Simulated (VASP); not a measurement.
# C (Fd-3m) in VASP: further runs

The runs below take C through band structure, Born charges and dielectric tensor, with PBE.

All numbers are computed with VASP 6.6.1; they aren't measurements. Logs are shortened: lines on timing, memory, paths and dates and some standing lists are left out, and cuts for length are marked.

### Step 1. Starting point

The structure is cubic, space group Fd-3m (No. 227). The conventional cell has a = 3.576 Å, b = 3.576 Å, c = 3.576 Å, α = 90.00°, β = 90.00°, γ = 90.00°. C (site symmetry -43m) has 4 C at 1.55 Å as nearest neighbours.

This isn't the form of C at room conditions, which is graphite.

### Step 2. Band structure, PBE

POSCAR

```
C                                       
1.0
    0.0000000000      1.7882477106      1.7882477106
    1.7882477106      0.0000000000      1.7882477106
    1.7882477106      1.7882477106      0.0000000000
  C             
     2
Direct
     0.0000000000000000    0.0000000000000000    0.0000000000000000
     0.2500000000000000    0.2500000000000000    0.2500000000000000
```

INCAR.step1

```
PREC     = Accurate       # precision mode
ENCUT    = 520            # plane-wave cutoff, eV
EDIFF    = 1E-7           # SCF threshold, eV
ISMEAR   = 0              # smearing method
SIGMA    = 0.02           # smearing width, eV
LREAL    = F              # projectors in reciprocal space
LASPH    = T              # aspherical terms in the spheres
NELM     = 100            # most SCF steps
ALGO     = Fast           # electronic algorithm
ISIF     = 2              # what is computed and relaxed
LWAVE    = F              # write WAVECAR
LCHARG   = T              # write CHGCAR
GGA      = PE             # functional
```

KPOINTS.step1

```
Automatic mesh
0
Gamma
  4 4 4
```

INCAR.step2

```
PREC     = Accurate       # precision mode
ENCUT    = 520            # plane-wave cutoff, eV
EDIFF    = 1E-7           # SCF threshold, eV
ISMEAR   = 0              # smearing method
SIGMA    = 0.05           # smearing width, eV
LREAL    = F              # projectors in reciprocal space
LASPH    = T              # aspherical terms in the spheres
NELM     = 100            # most SCF steps
ALGO     = Fast           # electronic algorithm
ISIF     = 2              # what is computed and relaxed
LWAVE    = F              # write WAVECAR
LCHARG   = F              # write CHGCAR
GGA      = PE             # functional
ICHARG   = 11             # starting density
```

KPOINTS.step2

```
path GXWKGLUWLK,UX
20
line-mode
reciprocal
 0.0000000000  0.0000000000  0.0000000000  G
 0.5000000000  0.0000000000  0.5000000000  X

 0.5000000000  0.0000000000  0.5000000000  X
 0.5000000000  0.2500000000  0.7500000000  W

 0.5000000000  0.2500000000  0.7500000000  W
 0.3750000000  0.3750000000  0.7500000000  K

 0.3750000000  0.3750000000  0.7500000000  K
 0.0000000000  0.0000000000  0.0000000000  G

 0.0000000000  0.0000000000  0.0000000000  G
 0.5000000000  0.5000000000  0.5000000000  L

 0.5000000000  0.5000000000  0.5000000000  L
 0.6250000000  0.2500000000  0.6250000000  U

 0.6250000000  0.2500000000  0.6250000000  U
 0.5000000000  0.2500000000  0.7500000000  W

 0.5000000000  0.2500000000  0.7500000000  W
 0.5000000000  0.5000000000  0.5000000000  L

 0.5000000000  0.5000000000  0.5000000000  L
 0.3750000000  0.3750000000  0.7500000000  K

 0.6250000000  0.2500000000  0.6250000000  U
 0.5000000000  0.0000000000  0.5000000000  X
```

Potentials or basis: VASP PAW PBE potentials, release 64 (C).

On the command line:

```sh
> cat potpaw_PBE.64/C/POTCAR > POTCAR
> cp INCAR.step1 INCAR
> cp KPOINTS.step1 KPOINTS
> mpirun -np 1 vasp_std > vasp.out
> cp INCAR.step2 INCAR
> cp KPOINTS.step2 KPOINTS
> mpirun -np 1 vasp_std > vasp.out
```

OUTCAR:

```text
PREC = Accurate
   ENCUT = 520
   EDIFF = 1E-7
   ISMEAR = 0
   LREAL = F
   LASPH = T
   NELM = 100
   ISIF = 2
   GGA = PE
   ICHARG = 11

 ion  position               nearest neighbor table
   1  0.000  0.000  0.000-   2 1.55   2 1.55   2 1.55   2 1.55
   2  0.250  0.250  0.250-   1 1.55   1 1.55   1 1.55   1 1.55

  LATTYP: Found a face centered cubic cell.
 ALAT       =     3.5764954212

  Lattice vectors:

 A1 = (   0.0000000000,   1.7882477106,   1.7882477106)
 A2 = (   1.7882477106,   0.0000000000,   1.7882477106)
 A3 = (   1.7882477106,   1.7882477106,   0.0000000000)

Analysis of symmetry for initial positions (statically):
=====================================================================
 Subroutine PRICEL returns:
 Original cell was already a primitive cell.

 Routine SETGRP: Setting up the symmetry group for a
 face centered cubic supercell.

 Subroutine GETGRP returns: Found 48 space group operations
 (whereof 24 operations were pure point group operations)
 out of a pool of 48 trial point group operations.

The static configuration has the point symmetry T_d .
 The point group associated with its full space group is O_h .

Analysis of symmetry for dynamics (positions and initial velocities):
=====================================================================
 Subroutine PRICEL returns:
 Original cell was already a primitive cell.

 Routine SETGRP: Setting up the symmetry group for a
 face centered cubic supercell.

 Subroutine GETGRP returns: Found 48 space group operations
 (whereof 24 operations were pure point group operations)
 out of a pool of 48 trial point group operations.

The dynamic configuration has the point symmetry T_d .
 The point group associated with its full space group is O_h .

 Subroutine INISYM returns: Found 48 space group operations
 (whereof 24 operations are pure point group operations),
 and found     1 'primitive' translations

----------------------------------------------------------------------------------------

                                     Primitive cell

  volume of cell :      11.4370

  direct lattice vectors                    reciprocal lattice vectors
     0.000000000  1.788247711  1.788247711    -0.279603322  0.279603322  0.279603322
     1.788247711  0.000000000  1.788247711     0.279603322 -0.279603322  0.279603322
     1.788247711  1.788247711  0.000000000     0.279603322  0.279603322 -0.279603322

  length of vectors
     2.528964165  2.528964165  2.528964165     0.484287159  0.484287159  0.484287159

  position of ions in fractional coordinates (direct lattice)
     0.000000000  0.000000000  0.000000000
     0.250000000  0.250000000  0.250000000

  ion indices of the primitive-cell ions
   primitive index   ion index
                 1           1
                 2           2

----------------------------------------------------------------------------------------

 KPOINTS: path GXWKGLUWLK,UX

Interpolating k-points between supplied coordinates.

 Line segments in fractional coordinates (reciprocal lattice):
    0.000000  0.000000  0.000000  ...  0.500000  0.000000  0.500000
    0.500000  0.000000  0.500000  ...  0.500000  0.250000  0.750000
    0.500000  0.250000  0.750000  ...  0.375000  0.375000  0.750000
    0.375000  0.375000  0.750000  ...  0.000000  0.000000  0.000000
    0.000000  0.000000  0.000000  ...  0.500000  0.500000  0.500000
    0.500000  0.500000  0.500000  ...  0.625000  0.250000  0.625000
    0.625000  0.250000  0.625000  ...  0.500000  0.250000  0.750000
    0.500000  0.250000  0.750000  ...  0.500000  0.500000  0.500000
    0.500000  0.500000  0.500000  ...  0.375000  0.375000  0.750000
    0.625000  0.250000  0.625000  ...  0.500000  0.000000  0.500000

 Generated    20 points on each line segment, for a total of    200 k-points:

 Following reciprocal coordinates:
            Coordinates               Weight
  0.000000  0.000000  0.000000      0.005000
  0.026316  0.000000  0.026316      0.005000
  0.052632  0.000000  0.052632      0.005000
  0.078947  0.000000  0.078947      0.005000
  0.105263  0.000000  0.105263      0.005000
  0.131579  0.000000  0.131579      0.005000
[... 16 lines left out ...]
  0.500000  0.026316  0.526316      0.005000
  0.500000  0.039474  0.539474      0.005000
 [... further k-points ...]
   k-points           NKPTS =    200   k-points in BZ     NKDIM =    200   number of bands    NBANDS=      8
   number of dos      NEDOS =    301   number of ions     NIONS =      2
   total plane-waves  NPLWV =   8000
   dimension x,y,z NGX =    20 NGY =   20 NGZ =   20
   dimension x,y,z NGXF=    40 NGYF=   40 NGZF=   40
   ions per type =               2
   NGX,Y,Z   is equivalent  to a cutoff of  13.15, 13.15, 13.15 a.u.
   NGXF,Y,Z  is equivalent  to a cutoff of  26.29, 26.29, 26.29 a.u.
 SYSTEM =  unknown system
   PREC   = accura    normal or accurate (medium, high low for compatibility)
   ISTART =      0    job   : 0-new  1-cont  2-samecut
   ICHARG =     11    charge: 1-file 2-atom 10-const
   ISPIN  =      1    spin polarized calculation?
   LNONCOLLINEAR =      F non collinear calculations
   LSORBIT =      F    spin-orbit coupling
   LASPH  =      T    aspherical Exc in radial PAW
   ENCUT  =  520.0 eV  38.22 Ry    6.18 a.u.   4.70  4.70  4.70*2*pi/ulx,y,z
   NELM   =    100;   NELMIN=  2; NELMDL=  0     # of ELM steps
   EDIFF  = 0.1E-06   stopping-criterion for ELM
   LREAL  =      F    real-space projection
   EDIFFG = 0.1E-05   stopping-criterion for IOM
   NSW    =      0    number of steps for IOM
   IBRION =     -1    ionic relax: 0-MD 1-quasi-New 2-CG
   NFREE  =      0    steps in history (QN), initial steepest desc. (CG)
   ISIF   =      2    stress and relaxation
   ISYM   =      2    0-nonsym 1-usesym 2-fastsym
   POTIM  = 0.5000    time-step for ionic-motion
   TEBEG  =    0.0;   TEEND  =   0.0 temperature during run
   PSTRESS=    0.0 pullay stress
   NELECT =       8.0000    total number of electrons
   NUPDOWN=      -1.0000    fix difference up-down
   EMIN   =  10.00;   EMAX   =-10.00  energy-range for DOS
   EFERMI =   0.00;   METHOD = LEGACY
   ISMEAR =     0;   SIGMA  =   0.05  broadening in eV -4-tet -1-fermi 0-gaus
   EFERMI_NEDOS =   21; number of points for ismear=-14 and -15
   IALGO  =     68    algorithm
   IMIX   =      4    mixing-type and parameters
     AMIX     =   0.40;   BMIX     =  1.00
     AMIX_MAG =   1.60;   BMIX_MAG =  1.00
  volume/ion in A,a.u.               =       5.72        38.59
  Fermi-wavevector in a.u.,A,eV,Ry     =   1.453228  2.746203 28.733766  2.111872
  Thomas-Fermi vector in A             =   2.570519
   LORBIT       =      0    0 simple, 1 ext, 2 COOP (PROOUT), +10 PAW based schemes
   GGA     = PE    functional components
   LHFCALC =     F    Hartree Fock is set to
   AEXX    =    0.0000 exact exchange contribution
   IVDW    =     0    specifies the selected vdW correction
   LEPSILON=     F    determine dielectric tensor
   LRPA    =     F    only Hartree local field effects (RPA)
 non-spin polarized calculation
 RMM-DIIS sequential band-by-band and
 Gauss-broadening in eV      SIGMA  =   0.05
  energy-cutoff  :      520.00
  volume of cell :       11.44
 maximum number of plane-waves:       331
 NGX is ok and might be reduce to    20

 number of electron       7.9999999 magnetization

 Free energy of the ion-electron system (eV)
  ---------------------------------------------------
  ext. energy  EPLUGINS =         0.00000000
  ---------------------------------------------------
  free energy    TOTEN  =       -18.78839998 eV

  energy without entropy =      -18.78839998  energy(sigma->0) =      -18.78839998

 E-fermi :   9.9685     XC(G=0): -13.1961

 val. band max:        9.6445794615   @ k =   0.0000   0.0000   0.0000
 cond. band min:      13.7424687801   @ k =   0.3684   0.0000   0.3684
 fundamental gap:      4.0978893185
 Fermi energy:         9.9684592771

 k-point     1 :       0.0000    0.0000    0.0000
  band No.  band energies     occupation
      1     -11.7356      2.00000
      2       9.6446      2.00000
      3       9.6446      2.00000
      4       9.6446      2.00000
      5      15.2037      0.00000
      6      15.2037      0.00000
      7      15.2037      0.00000
      8      22.7896      0.00000

 k-point     2 :       0.0263    0.0000    0.0263
  band No.  band energies     occupation
      1     -11.7101      2.00000
      2       9.5370      2.00000
      3       9.5370      2.00000
      4       9.5811      2.00000
      5      15.1830      0.00000
      6      15.3331      0.00000
      7      15.3331      0.00000
      8      22.8115      0.00000

 k-point     3 :       0.0526    0.0000    0.0526
  band No.  band energies     occupation
      1     -11.6338      2.00000
      2       9.2421      2.00000
      3       9.2421      2.00000
      4       9.3934      2.00000
      5      15.1224      0.00000
      6      15.6936      0.00000
      7      15.6936      0.00000
      8      22.8655      0.00000

 k-point     4 :       0.0789    0.0000    0.0789
  band No.  band energies     occupation
      1     -11.5066      2.00000
      2       8.8193      2.00000
      3       8.8194      2.00000
      4       9.0903      2.00000
      5      15.0265      0.00000
      6      16.2250      0.00000
      7      16.2250      0.00000
      8      22.9162      0.00000

 k-point     5 :       0.1053    0.0000    0.1053
  band No.  band energies     occupation
      1     -11.3288      2.00000
      2       8.3250      2.00000
      3       8.3250      2.00000
      4       8.6837      2.00000
      5      14.9015      0.00000
      6      16.8706      0.00000
      7      16.8706      0.00000
      8      22.9039      0.00000
[... 177 lines left out ...]
 k-point    22 :       0.5000    0.0132    0.5132
  band No.  band energies     occupation
      1      -3.0656      2.00000
      2      -3.0656      2.00000
      3       3.3748      2.00000
      4       3.3748      2.00000
      5      14.3974      0.00000
      6      14.3974      0.00000
      7      26.3211      0.00000
      8      26.3211      0.00000

 k-point    23 :       0.5000    0.0263    0.5263
  band No.  band energies     occupation
      1      -3.0534      2.00000
      2      -3.0534      2.00000
      3       3.3320      2.00000
      4       3.3320      2.00000
      5      14.4765      0.00000
      6      14.4765      0.00000
      7      26.2843      0.00000
      8      26.2843      0.00000

 k-point    24 :       0.5000    0.0395    0.5395
  band No.  band energies     occupation
      1      -3.0333      2.00000
      2      -3.0333      2.00000
      3       3.2626      2.00000
      4       3.2626      2.00000
      5      14.6065      0.00000
      6      14.6065      0.00000
      7      26.2217      0.00000
      8      26.2217      0.00000

 [... further k-points ...]
[... 5 lines left out ...]
  --------------------------------------------------------------------------------------
  -------------------------------------------------------------------------------------
  Total       -0.7346509     -0.7346509     -0.7346509     -0.0000000      0.0000000     -0.0000000
  in kB     -102.9149714   -102.9149714   -102.9149714     -0.0000000      0.0000000     -0.0000000
  external PRESSURE =    -102.9149714 kB  Pullay stress =       0.0000000 kB

 VOLUME and BASIS-vectors are now :
 -----------------------------------------------------------------------------
  energy-cutoff  :      520.00
  volume of cell :       11.44
      direct lattice vectors                 reciprocal lattice vectors
     0.000000000  1.788247711  1.788247711    -0.279603322  0.279603322  0.279603322
     1.788247711  0.000000000  1.788247711     0.279603322 -0.279603322  0.279603322
     1.788247711  1.788247711  0.000000000     0.279603322  0.279603322 -0.279603322

 POSITION                                       TOTAL-FORCE (eV/Angst)
 -----------------------------------------------------------------------------------
      0.00000      0.00000      0.00000         0.000000     -0.000000     -0.000000
      0.89412      0.89412      0.89412        -0.000000      0.000000      0.000000
 -----------------------------------------------------------------------------------
    total drift:                                0.000000      0.000000      0.000000

  FREE ENERGIE OF THE ION-ELECTRON SYSTEM (eV)
  ---------------------------------------------------
  free  energy   TOTEN  =       -18.7883999823 eV

  energy  without entropy=      -18.7883999823  energy(sigma->0) =      -18.78839998
```

Wall time 9.9 s (1 thread of Intel Xeon Platinum 8488C (Sapphire Rapids), shared host); peak memory 0.12 GiB.

Results:

```
Band gap along the path : 4.10 eV, indirect (least direct gap 5.56 eV)
```

Levels at the corners of the path, in eV from the valence-band top:
| point | band 1 | band 2 | band 3 | band 4 | band 5 | band 6 | band 7 | band 8 |
| --- | --- | --- | --- | --- | --- | --- | --- | --- |
| Γ | -21.38 | 0.00 | 0.00 | 0.00 | 5.56 | 5.56 | 5.56 | 13.14 |
| X | -12.71 | -12.71 | -6.26 | -6.26 | 4.73 | 4.73 | 16.69 | 16.69 |
| X | -12.71 | -12.71 | -6.26 | -6.26 | 4.73 | 4.73 | 16.69 | 16.69 |
| W | -11.93 | -11.93 | -8.26 | -8.26 | 10.58 | 10.58 | 12.21 | 12.21 |
| W | -11.93 | -11.93 | -8.26 | -8.26 | 10.58 | 10.58 | 12.21 | 12.21 |
| K | -12.94 | -11.69 | -9.25 | -5.33 | 5.64 | 10.68 | 14.27 | 15.51 |
| K | -12.94 | -11.69 | -9.25 | -5.33 | 5.64 | 10.68 | 14.27 | 15.51 |
| Γ | -21.38 | 0.00 | 0.00 | 0.00 | 5.56 | 5.56 | 5.56 | 13.14 |
| Γ | -21.38 | 0.00 | 0.00 | 0.00 | 5.56 | 5.56 | 5.56 | 13.14 |
| L | -15.65 | -13.29 | -2.78 | -2.78 | 8.42 | 8.42 | 8.73 | 15.62 |
| L | -15.65 | -13.29 | -2.78 | -2.78 | 8.42 | 8.42 | 8.73 | 15.62 |
| U | -12.94 | -11.69 | -9.25 | -5.33 | 5.64 | 10.68 | 14.27 | 15.51 |
| U | -12.94 | -11.69 | -9.25 | -5.33 | 5.64 | 10.68 | 14.27 | 15.51 |
| W | -11.93 | -11.93 | -8.26 | -8.26 | 10.58 | 10.58 | 12.21 | 12.21 |
| W | -11.93 | -11.93 | -8.26 | -8.26 | 10.58 | 10.58 | 12.21 | 12.21 |
| L | -15.65 | -13.29 | -2.78 | -2.78 | 8.42 | 8.42 | 8.73 | 15.62 |
| L | -15.65 | -13.29 | -2.78 | -2.78 | 8.42 | 8.42 | 8.73 | 15.62 |
| K | -12.94 | -11.69 | -9.25 | -5.33 | 5.64 | 10.68 | 14.27 | 15.51 |
| U | -12.94 | -11.69 | -9.25 | -5.33 | 5.64 | 10.68 | 14.27 | 15.51 |
| X | -12.71 | -12.71 | -6.26 | -6.26 | 4.73 | 4.73 | 16.69 | 16.69 |

Caveat: the k mesh is coarse (spacing up to 0.76 Å⁻¹), so the values aren't converged; the log is that of the step along the path at fixed density, whose energy, stress, charges and moments have no meaning.

(Continued in part 2 of 2.)
